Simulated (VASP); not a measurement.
CrO2:

```
Cr O
1.0
     2.77988    0.00000    0.00000
    -1.38994    2.40745    0.00000
     0.00000    0.00000    4.48452
Cr O
1 2
Direct
  0.00000 0.00000 0.00000
  0.33333 0.66667 0.25200
  0.66667 0.33333 0.74800
```

Measurements of this composition are mostly on another form, of space group No. 136.

Base run:

| Item | Value |
| --- | --- |
| Program | VASP 6.6.1 |
| Functional | PBE |
| Potentials or basis | VASP PAW PBE potentials, release 64 (Cr_pv, O) |
| Cutoff | 520 eV |
| k mesh | 8 × 8 × 4 |
| Occupations | gaussian, width 0.05 eV |
| Spin | collinear spin, ferromagnetic start |
| Starting moments | [3.0, 0.0, 0.0] μB |
| Hubbard terms | Cr d U = 3 eV |

Its results: band gap on the k mesh 0.43 eV, indirect (least direct gap 0.60 eV); pressure 1.0 GPa; net moment 2.00 μB per cell; site moments Cr +2.05; O -0.04 μB; largest force 2.095 eV/Å.

Task: The run is repeated on the same cell with these changes: hubbard terms from Cr d U = 3 eV to Cr d U = 7 eV. What comes out?

Result: Band gap on the k mesh none (metal or under the smearing width); pressure 17.9 GPa; net moment 2.00 μB per cell; site moments Cr +2.92; O -0.42 μB; largest force 0.794 eV/Å.

Caveats: a cell with one magnetic atom can't hold antiferromagnetic order, which such compounds often take; forces of over 1 eV/Å show positions far from the minimum, so gaps and moduli don't describe the material at rest (some runs).

A k mesh can miss the band edges.
